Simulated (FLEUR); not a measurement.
# How the basis cutoff moves the magnetism of 1 ML Co on Os(0001), hcp site, 2 substrate layers, part 2 of 3

Aim: see how far the moments and order energies of 1 ML Co on Os(0001), hcp site, 2 substrate layers move with the basis cutoff, and what each rung costs.

FLEUR MaX-R8.1; LDA (VWN); all-electron FLAPW film, Dirac cores, scalar-relativistic bands.

So far, largest spin moment in the muffin-tin sphere (μB): step 4 (rung 2 (Kmax 2.7 1/bohr), start ferro +) 1.54; step 5 (rung 2 (Kmax 2.7 1/bohr), start antiferro q=(0,1/2,0) +-) 1.34.

## Step 6: Rung 3 (Kmax 3.24 1/bohr), start ferro +

The k list default-1 (kpts.xml, not shown) is a Γ-centred 12×12×1 mesh.

Contents of inp.xml:

```
<?xml version="1.0" encoding="UTF-8" standalone="no"?>
<fleurInput fleurInputVersion="0.39">
   <comment>
      CoOs2
   </comment>
   <calculationSetup>
      <cutoffs Kmax="3.24" Gmax="9.7" GmaxXC="9.7" numbands="0"/>
      <scfLoop itmax="120" minDistance="0.00002" maxIterBroyd="15" imix="Anderson" alpha="0.03" precondParam="0.0" spinf="2.0" sdNocoIR="T"/>
      <coreElectrons ctail="T" frcor="F" kcrel="0" coretail_lmax="0"/>
      <xcFunctional name="vwn" relativisticCorrections="F"/>
      <magnetism jspins="2"/>
      <soc l_soc="F" theta="0.0" phi="0.0" spav="F"/>
      <expertModes spex="0" secvar="F"/>
      <geometryOptimization l_f="F" forcealpha="1.0" forcemix="BFGS" epsdisp="0.00001" epsforce="0.00001"/>
      <ldaU l_linMix="F" mixParam="0.05" spinf="1.0"/>
   </calculationSetup>
   <cell>
      <bzIntegration valenceElectrons="45.0" mode="hist" fermiSmearingEnergy="0.00183747">
         <kPointListSelection listName="default-1"/>
         <xi:include xmlns:xi="http://www.w3.org/2001/XInclude" href="kpts.xml"> </xi:include>
      </bzIntegration>
      <xi:include xmlns:xi="http://www.w3.org/2001/XInclude" href="sym.xml"> </xi:include>
      <filmLattice scale="1.0" dVac="13.53" dTilda="16.03">
         <bravaisMatrixFilm>
            <row-1>    5.1667001356448914     0.0000000143052268</row-1>
            <row-2>   -2.5833500802096001     4.4744935640505812</row-2>
         </bravaisMatrixFilm>
         <vacuumEnergyParameters vacuum="1" spinUp="-.25" spinDown="-.25"/>
         <vacuumEnergyParameters vacuum="2" spinUp="-.25" spinDown="-.25"/>
      </filmLattice>
   </cell>
   <atomSpecies>
      <species name="Osmium (Os)" element="Os" atomicNumber="76">
         <mtSphere radius="2.35" gridPoints="777" logIncrement="0.017"/>
         <atomicCutoffs lmax="8" lnonsphr="6"/>
         <electronConfig flipSpins="F">
            <coreConfig>(1s1/2) (2s1/2) (2p1/2) (2p3/2) (3s1/2) (3p1/2) (3p3/2) (4s1/2) (3d3/2) (3d5/2) (4p1/2) (4p3/2) (5s1/2) (4d3/2) (4d5/2) (4f5/2) (4f7/2)</coreConfig>
            <valenceConfig>(5p1/2) (5p3/2) (6s1/2) (5d3/2) (5d5/2)</valenceConfig>
            <stateOccupation state="(5d3/2)" spinUp="1.200000" spinDown="1.200000"/>
            <stateOccupation state="(5d5/2)" spinUp="1.800000" spinDown="1.800000"/>
         </electronConfig>
         <energyParameters s="6" p="6" d="5" f="5"/>
         <lo type="SCLO" l="1" n="5" eDeriv="0"/>
      </species>
      <species name="Cobalt (Co2.000" element="Co" atomicNumber="27">
         <mtSphere radius="2.35" gridPoints="777" logIncrement="0.016"/>
         <atomicCutoffs lmax="8" lnonsphr="6"/>
         <electronConfig flipSpins="F">
            <coreConfig>(1s1/2) (2s1/2) (2p1/2) (2p3/2)</coreConfig>
            <valenceConfig>(3s1/2) (3p1/2) (3p3/2) (4s1/2) (3d3/2) (3d5/2)</valenceConfig>
            <stateOccupation state="(3d3/2)" spinUp="1.5" spinDown="1.3"/>
            <stateOccupation state="(3d5/2)" spinUp="3.0" spinDown="1.2"/>
         </electronConfig>
         <energyParameters s="4" p="4" d="3" f="4"/>
         <lo type="SCLO" l="0" n="3" eDeriv="0"/>
         <lo type="SCLO" l="1" n="3" eDeriv="0"/>
      </species>
   </atomSpecies>
   <atomGroups>
      <atomGroup species="Osmium (Os)">
         <filmPos label="                   1">.0000000000 .0000000000 -4.0130478001</filmPos>
         <force calculate="T" relaxXYZ="TTT"/>
      </atomGroup>
      <atomGroup species="Osmium (Os)">
         <filmPos label="                   2">-1.000/3.000 1.000/3.000 .0684818090</filmPos>
         <force calculate="T" relaxXYZ="TTT"/>
      </atomGroup>
      <atomGroup species="Cobalt (Co2.000">
         <filmPos label="                   3">.0000000000 .0000000000 4.0130478001</filmPos>
         <force calculate="T" relaxXYZ="TTT"/>
      </atomGroup>
   </atomGroups>
   <output dos="F" band="F" slice="F">
      <bandDOS minEnergy="-.5*Htr" maxEnergy="0.5*Htr" sigma="0.015" storeEVData="T"/>
      <plotting iplot="0" polar="F">
         <plot TwoD="T" vec1="  1.0  0.0  0.0" vec2="  0.0  1.0  0.0" vec3="  0.0  0.0  1.0" zero="  0.0  0.0 -0.5" file="plot"/>
      </plotting>
      <moessbauerParams electricFieldGradient="F" isomerShift="F" coreHyperfine="F" valenceHyperfine="F"/>
   </output>
</fleurInput>
```

Contents of crystal.txt:

```
CoOs2
&input film=T cartesian=F /
2.73409996739  0.00000000757  0.00000000000
-1.36704999025  2.36780002446  0.00000000000
0.00000000000  0.00000000000  1.00000000000
1.8897261246
1.0 1.0 1.0

3
76 0.00000000000  0.00000000000  -4.01304780007
76 0.66666666667  0.33333333333  0.06848180900
27 0.00000000000  0.00000000000  4.01304780007 : 2.000

&kpt div1=12 div2=12 div3=1 gamma=T /
```

Run with:

```
> OMP_NUM_THREADS=1 inpgen -f crystal.txt > inpgen.log  # inp.xml is then edited as shown
> OMP_NUM_THREADS=1 mpirun -n 4 fleur_MPI > fleur.log
```

Wall time 23 s (4 MPI ranks of Intel Xeon 6975P-C (Granite Rapids), shared host); peak memory 0.29 GiB.

Read from the output:

| Item | Value |
| --- | --- |
| free energy | -977851.8077 eV |
| program's band gap on this mesh (in a metal only a level spacing) | 0.03973 eV |
| magnetization | 1.375 μB |
| final state | ferromagnetic, with opposed induced moments |
| largest moment | 1.534 μB |

The largest moment moves by -0.01 μB from rung 2, at 1.4 times its CPU time.

## Step 7: Rung 3 (Kmax 3.24 1/bohr), start antiferro q=(0,1/2,0) +-

The k list default-1 (kpts.xml, not shown) is a Γ-centred 12×6×1 mesh.

Changes to inp.xml since step 6:

```diff
@@ -17,3 +17,3 @@
    <cell>
-      <bzIntegration valenceElectrons="45.0" mode="hist" fermiSmearingEnergy="0.00183747">
+      <bzIntegration valenceElectrons="90.0" mode="hist" fermiSmearingEnergy="0.00183747">
          <kPointListSelection listName="default-1"/>
@@ -24,4 +24,4 @@
          <bravaisMatrixFilm>
-            <row-1>    5.1667001356448914     0.0000000143052268</row-1>
-            <row-2>   -2.5833500802096001     4.4744935640505812</row-2>
+            <row-1>    5.1667001972688604     0.0000000000000000</row-1>
+            <row-2>   -5.1667001972688604     8.9489870356557599</row-2>
          </bravaisMatrixFilm>
@@ -57,2 +57,15 @@
       </species>
+      <species name="Cobalt (Co-2.000" element="Co" atomicNumber="27">
+         <mtSphere radius="2.35" gridPoints="777" logIncrement="0.016"/>
+         <atomicCutoffs lmax="8" lnonsphr="6"/>
+         <electronConfig flipSpins="F">
+            <coreConfig>(1s1/2) (2s1/2) (2p1/2) (2p3/2)</coreConfig>
+            <valenceConfig>(3s1/2) (3p1/2) (3p3/2) (4s1/2) (3d3/2) (3d5/2)</valenceConfig>
+            <stateOccupation state="(3d3/2)" spinUp="1.3" spinDown="1.5"/>
+            <stateOccupation state="(3d5/2)" spinUp="1.2" spinDown="3.0"/>
+         </electronConfig>
+         <energyParameters s="4" p="4" d="3" f="4"/>
+         <lo type="SCLO" l="0" n="3" eDeriv="0"/>
+         <lo type="SCLO" l="1" n="3" eDeriv="0"/>
+      </species>
    </atomSpecies>
@@ -64,3 +77,11 @@
       <atomGroup species="Osmium (Os)">
-         <filmPos label="                   2">-1.000/3.000 1.000/3.000 .0684818090</filmPos>
+         <filmPos label="                   2">.0000000000 1.000/2.000 -4.0130478001</filmPos>
+         <force calculate="T" relaxXYZ="TTT"/>
+      </atomGroup>
+      <atomGroup species="Osmium (Os)">
+         <filmPos label="                   3">-1.000/3.000 1.000/6.000 .0684818090</filmPos>
+         <force calculate="T" relaxXYZ="TTT"/>
+      </atomGroup>
+      <atomGroup species="Osmium (Os)">
+         <filmPos label="                   4">-1.000/3.000 -1.000/3.000 .0684818090</filmPos>
          <force calculate="T" relaxXYZ="TTT"/>
@@ -68,3 +89,7 @@
       <atomGroup species="Cobalt (Co2.000">
-         <filmPos label="                   3">.0000000000 .0000000000 4.0130478001</filmPos>
+         <filmPos label="                   5">.0000000000 .0000000000 4.0130478001</filmPos>
+         <force calculate="T" relaxXYZ="TTT"/>
+      </atomGroup>
+      <atomGroup species="Cobalt (Co-2.000">
+         <filmPos label="                   6">.0000000000 1.000/2.000 4.0130478001</filmPos>
          <force calculate="T" relaxXYZ="TTT"/>
```

Contents of crystal.txt:

```
CoOs2
&input film=T cartesian=F /
2.73410000000  0.00000000000  0.00000000000
-2.73410000000  4.73560000000  0.00000000000
0.00000000000  0.00000000000  1.00000000000
1.8897261246
1.0 1.0 1.0

6
76 0.00000000000  0.00000000000  -4.01304780007
76 0.00000000000  0.50000000000  -4.01304780007
76 0.66666650000  0.16666650000  0.06848180900
76 0.66666650000  0.66666650000  0.06848180900
27 0.00000000000  0.00000000000  4.01304780007 : 2.000
27 0.00000000000  0.50000000000  4.01304780007 : -2.000

&kpt div1=12 div2=6 div3=1 gamma=T /
```

It took 3.7 min on 4 MPI ranks; peak memory 1.4 GiB.

Numbers from this step:

| Item | Value |
| --- | --- |
| free energy | -1955703.4255 eV |
| program's band gap on this mesh (in a metal only a level spacing) | 0.01761 eV |
| magnetization | 0 μB |
| final state | antiferromagnetic |
| largest moment | 1.312 μB |

This start lies +95.0 meV a seeded atom from the first, a change of -11.5 meV since rung 2; its largest moment is 1.31 μB.

## Step 8: Rung 4 (Kmax 3.78 1/bohr), start ferro +

The k list default-1 (kpts.xml, not shown) is a Γ-centred 12×12×1 mesh.

Changes to inp.xml since step 7:

```diff
@@ -6,3 +6,3 @@
    <calculationSetup>
-      <cutoffs Kmax="3.24" Gmax="9.7" GmaxXC="9.7" numbands="0"/>
+      <cutoffs Kmax="3.78" Gmax="11.3" GmaxXC="11.3" numbands="0"/>
       <scfLoop itmax="120" minDistance="0.00002" maxIterBroyd="15" imix="Anderson" alpha="0.03" precondParam="0.0" spinf="2.0" sdNocoIR="T"/>
@@ -17,3 +17,3 @@
    <cell>
-      <bzIntegration valenceElectrons="90.0" mode="hist" fermiSmearingEnergy="0.00183747">
+      <bzIntegration valenceElectrons="45.0" mode="hist" fermiSmearingEnergy="0.00183747">
          <kPointListSelection listName="default-1"/>
@@ -24,4 +24,4 @@
          <bravaisMatrixFilm>
-            <row-1>    5.1667001972688604     0.0000000000000000</row-1>
-            <row-2>   -5.1667001972688604     8.9489870356557599</row-2>
+            <row-1>    5.1667001356448914     0.0000000143052268</row-1>
+            <row-2>   -2.5833500802096001     4.4744935640505812</row-2>
          </bravaisMatrixFilm>
@@ -57,15 +57,2 @@
       </species>
-      <species name="Cobalt (Co-2.000" element="Co" atomicNumber="27">
-         <mtSphere radius="2.35" gridPoints="777" logIncrement="0.016"/>
-         <atomicCutoffs lmax="8" lnonsphr="6"/>
-         <electronConfig flipSpins="F">
-            <coreConfig>(1s1/2) (2s1/2) (2p1/2) (2p3/2)</coreConfig>
-            <valenceConfig>(3s1/2) (3p1/2) (3p3/2) (4s1/2) (3d3/2) (3d5/2)</valenceConfig>
-            <stateOccupation state="(3d3/2)" spinUp="1.3" spinDown="1.5"/>
-            <stateOccupation state="(3d5/2)" spinUp="1.2" spinDown="3.0"/>
-         </electronConfig>
-         <energyParameters s="4" p="4" d="3" f="4"/>
-         <lo type="SCLO" l="0" n="3" eDeriv="0"/>
-         <lo type="SCLO" l="1" n="3" eDeriv="0"/>
-      </species>
    </atomSpecies>
@@ -77,11 +64,3 @@
       <atomGroup species="Osmium (Os)">
-         <filmPos label="                   2">.0000000000 1.000/2.000 -4.0130478001</filmPos>
-         <force calculate="T" relaxXYZ="TTT"/>
-      </atomGroup>
-      <atomGroup species="Osmium (Os)">
-         <filmPos label="                   3">-1.000/3.000 1.000/6.000 .0684818090</filmPos>
-         <force calculate="T" relaxXYZ="TTT"/>
-      </atomGroup>
-      <atomGroup species="Osmium (Os)">
-         <filmPos label="                   4">-1.000/3.000 -1.000/3.000 .0684818090</filmPos>
+         <filmPos label="                   2">-1.000/3.000 1.000/3.000 .0684818090</filmPos>
          <force calculate="T" relaxXYZ="TTT"/>
@@ -89,7 +68,3 @@
       <atomGroup species="Cobalt (Co2.000">
-         <filmPos label="                   5">.0000000000 .0000000000 4.0130478001</filmPos>
-         <force calculate="T" relaxXYZ="TTT"/>
-      </atomGroup>
-      <atomGroup species="Cobalt (Co-2.000">
-         <filmPos label="                   6">.0000000000 1.000/2.000 4.0130478001</filmPos>
+         <filmPos label="                   3">.0000000000 .0000000000 4.0130478001</filmPos>
          <force calculate="T" relaxXYZ="TTT"/>
```

Contents of crystal.txt:

```
CoOs2
&input film=T cartesian=F /
2.73409996739  0.00000000757  0.00000000000
-1.36704999025  2.36780002446  0.00000000000
0.00000000000  0.00000000000  1.00000000000
1.8897261246
1.0 1.0 1.0

3
76 0.00000000000  0.00000000000  -4.01304780007
76 0.66666666667  0.33333333333  0.06848180900
27 0.00000000000  0.00000000000  4.01304780007 : 2.000

&kpt div1=12 div2=12 div3=1 gamma=T /
```

Wall time 37 s (4 MPI ranks); peak memory 0.34 GiB.

This step gave:

| Quantity | Value |
| --- | --- |
| free energy | -977852.5528 eV |
| program's band gap on this mesh (in a metal only a level spacing) | 0.02959 eV |
| magnetization | 1.375 μB |
| final state | ferromagnetic, with opposed induced moments |
| largest moment | 1.554 μB |

The largest moment moves by +0.02 μB from rung 3, at 1.6 times its CPU time.

## Step 9: Rung 4 (Kmax 3.78 1/bohr), start antiferro q=(0,1/2,0) +-

The k list default-1 (kpts.xml, not shown) is a Γ-centred 12×6×1 mesh.

Changes to inp.xml since step 8:

```diff
@@ -17,3 +17,3 @@
    <cell>
-      <bzIntegration valenceElectrons="45.0" mode="hist" fermiSmearingEnergy="0.00183747">
+      <bzIntegration valenceElectrons="90.0" mode="hist" fermiSmearingEnergy="0.00183747">
          <kPointListSelection listName="default-1"/>
@@ -24,4 +24,4 @@
          <bravaisMatrixFilm>
-            <row-1>    5.1667001356448914     0.0000000143052268</row-1>
-            <row-2>   -2.5833500802096001     4.4744935640505812</row-2>
+            <row-1>    5.1667001972688604     0.0000000000000000</row-1>
+            <row-2>   -5.1667001972688604     8.9489870356557599</row-2>
          </bravaisMatrixFilm>
@@ -57,2 +57,15 @@
       </species>
+      <species name="Cobalt (Co-2.000" element="Co" atomicNumber="27">
+         <mtSphere radius="2.35" gridPoints="777" logIncrement="0.016"/>
+         <atomicCutoffs lmax="8" lnonsphr="6"/>
+         <electronConfig flipSpins="F">
+            <coreConfig>(1s1/2) (2s1/2) (2p1/2) (2p3/2)</coreConfig>
+            <valenceConfig>(3s1/2) (3p1/2) (3p3/2) (4s1/2) (3d3/2) (3d5/2)</valenceConfig>
+            <stateOccupation state="(3d3/2)" spinUp="1.3" spinDown="1.5"/>
+            <stateOccupation state="(3d5/2)" spinUp="1.2" spinDown="3.0"/>
+         </electronConfig>
+         <energyParameters s="4" p="4" d="3" f="4"/>
+         <lo type="SCLO" l="0" n="3" eDeriv="0"/>
+         <lo type="SCLO" l="1" n="3" eDeriv="0"/>
+      </species>
    </atomSpecies>
@@ -64,3 +77,11 @@
       <atomGroup species="Osmium (Os)">
-         <filmPos label="                   2">-1.000/3.000 1.000/3.000 .0684818090</filmPos>
+         <filmPos label="                   2">.0000000000 1.000/2.000 -4.0130478001</filmPos>
+         <force calculate="T" relaxXYZ="TTT"/>
+      </atomGroup>
+      <atomGroup species="Osmium (Os)">
+         <filmPos label="                   3">-1.000/3.000 1.000/6.000 .0684818090</filmPos>
+         <force calculate="T" relaxXYZ="TTT"/>
+      </atomGroup>
+      <atomGroup species="Osmium (Os)">
+         <filmPos label="                   4">-1.000/3.000 -1.000/3.000 .0684818090</filmPos>
          <force calculate="T" relaxXYZ="TTT"/>
@@ -68,3 +89,7 @@
       <atomGroup species="Cobalt (Co2.000">
-         <filmPos label="                   3">.0000000000 .0000000000 4.0130478001</filmPos>
+         <filmPos label="                   5">.0000000000 .0000000000 4.0130478001</filmPos>
+         <force calculate="T" relaxXYZ="TTT"/>
+      </atomGroup>
+      <atomGroup species="Cobalt (Co-2.000">
+         <filmPos label="                   6">.0000000000 1.000/2.000 4.0130478001</filmPos>
          <force calculate="T" relaxXYZ="TTT"/>
```

Contents of crystal.txt:

```
CoOs2
&input film=T cartesian=F /
2.73410000000  0.00000000000  0.00000000000
-2.73410000000  4.73560000000  0.00000000000
0.00000000000  0.00000000000  1.00000000000
1.8897261246
1.0 1.0 1.0

6
76 0.00000000000  0.00000000000  -4.01304780007
76 0.00000000000  0.50000000000  -4.01304780007
76 0.66666650000  0.16666650000  0.06848180900
76 0.66666650000  0.66666650000  0.06848180900
27 0.00000000000  0.00000000000  4.01304780007 : 2.000
27 0.00000000000  0.50000000000  4.01304780007 : -2.000

&kpt div1=12 div2=6 div3=1 gamma=T /
```

Elapsed: 7.2 min, on 4 MPI ranks; peak memory 1.5 GiB.

This step gave:

```
free energy                                                       : -1955704.9130 eV
program's band gap on this mesh (in a metal only a level spacing) : 0.003886 eV
magnetization                                                     : 0 μB
final state                                                       : antiferromagnetic
largest moment                                                    : 1.346 μB
```

This start lies +96.3 meV a seeded atom from the first, a change of +1.4 meV since rung 3; its largest moment is 1.35 μB.

## Step 10: Rung 5 (Kmax 4.32 1/bohr), start ferro +

The k list default-1 (kpts.xml, not shown) is a Γ-centred 12×12×1 mesh.

Changes to inp.xml since step 9:

```diff
@@ -6,3 +6,3 @@
    <calculationSetup>
-      <cutoffs Kmax="3.78" Gmax="11.3" GmaxXC="11.3" numbands="0"/>
+      <cutoffs Kmax="4.32" Gmax="13.0" GmaxXC="13.0" numbands="0"/>
       <scfLoop itmax="120" minDistance="0.00002" maxIterBroyd="15" imix="Anderson" alpha="0.03" precondParam="0.0" spinf="2.0" sdNocoIR="T"/>
@@ -17,3 +17,3 @@
    <cell>
-      <bzIntegration valenceElectrons="90.0" mode="hist" fermiSmearingEnergy="0.00183747">
+      <bzIntegration valenceElectrons="45.0" mode="hist" fermiSmearingEnergy="0.00183747">
          <kPointListSelection listName="default-1"/>
@@ -24,4 +24,4 @@
          <bravaisMatrixFilm>
-            <row-1>    5.1667001972688604     0.0000000000000000</row-1>
-            <row-2>   -5.1667001972688604     8.9489870356557599</row-2>
+            <row-1>    5.1667001356448914     0.0000000143052268</row-1>
+            <row-2>   -2.5833500802096001     4.4744935640505812</row-2>
          </bravaisMatrixFilm>
@@ -57,15 +57,2 @@
       </species>
-      <species name="Cobalt (Co-2.000" element="Co" atomicNumber="27">
-         <mtSphere radius="2.35" gridPoints="777" logIncrement="0.016"/>
-         <atomicCutoffs lmax="8" lnonsphr="6"/>
-         <electronConfig flipSpins="F">
-            <coreConfig>(1s1/2) (2s1/2) (2p1/2) (2p3/2)</coreConfig>
-            <valenceConfig>(3s1/2) (3p1/2) (3p3/2) (4s1/2) (3d3/2) (3d5/2)</valenceConfig>
-            <stateOccupation state="(3d3/2)" spinUp="1.3" spinDown="1.5"/>
-            <stateOccupation state="(3d5/2)" spinUp="1.2" spinDown="3.0"/>
-         </electronConfig>
-         <energyParameters s="4" p="4" d="3" f="4"/>
-         <lo type="SCLO" l="0" n="3" eDeriv="0"/>
-         <lo type="SCLO" l="1" n="3" eDeriv="0"/>
-      </species>
    </atomSpecies>
@@ -77,11 +64,3 @@
       <atomGroup species="Osmium (Os)">
-         <filmPos label="                   2">.0000000000 1.000/2.000 -4.0130478001</filmPos>
-         <force calculate="T" relaxXYZ="TTT"/>
-      </atomGroup>
-      <atomGroup species="Osmium (Os)">
-         <filmPos label="                   3">-1.000/3.000 1.000/6.000 .0684818090</filmPos>
-         <force calculate="T" relaxXYZ="TTT"/>
-      </atomGroup>
-      <atomGroup species="Osmium (Os)">
-         <filmPos label="                   4">-1.000/3.000 -1.000/3.000 .0684818090</filmPos>
+         <filmPos label="                   2">-1.000/3.000 1.000/3.000 .0684818090</filmPos>
          <force calculate="T" relaxXYZ="TTT"/>
@@ -89,7 +68,3 @@
       <atomGroup species="Cobalt (Co2.000">
-         <filmPos label="                   5">.0000000000 .0000000000 4.0130478001</filmPos>
-         <force calculate="T" relaxXYZ="TTT"/>
-      </atomGroup>
-      <atomGroup species="Cobalt (Co-2.000">
-         <filmPos label="                   6">.0000000000 1.000/2.000 4.0130478001</filmPos>
+         <filmPos label="                   3">.0000000000 .0000000000 4.0130478001</filmPos>
          <force calculate="T" relaxXYZ="TTT"/>
```

Contents of crystal.txt:

```
CoOs2
&input film=T cartesian=F /
2.73409996739  0.00000000757  0.00000000000
-1.36704999025  2.36780002446  0.00000000000
0.00000000000  0.00000000000  1.00000000000
1.8897261246
1.0 1.0 1.0

3
76 0.00000000000  0.00000000000  -4.01304780007
76 0.66666666667  0.33333333333  0.06848180900
27 0.00000000000  0.00000000000  4.01304780007 : 2.000

&kpt div1=12 div2=12 div3=1 gamma=T /
```

Run time: 63 s. Hardware: 4 MPI ranks; peak memory 0.39 GiB; 4.2 min of CPU time.

This step gave:

```
free energy                                                       : -977852.6397 eV
program's band gap on this mesh (in a metal only a level spacing) : 0.02694 eV
magnetization                                                     : 1.376 μB
final state                                                       : ferromagnetic, with opposed induced moments
largest moment                                                    : 1.558 μB
```

The largest moment is that of rung 4, at 1.7 times its CPU time.

(Part 2 of 3 ends here.)

[Logs and program files are shortened in this print: banners, set-up blocks, solver, clock and traceback lines can be left out without a mark of their own.]

[Logs are printed without paths, hosts, clocks, repeated set-up lines and the standing remarks that a program may print on its own settings, such as how far it seeks lower states.]

[Hosts, paths, dates, database ids (printed as entryN), source tags and the programs' standing remarks are cut or masked in the printed files.]

[Where a cell is said to come from a database of computed structures, the database is the Materials Project.]
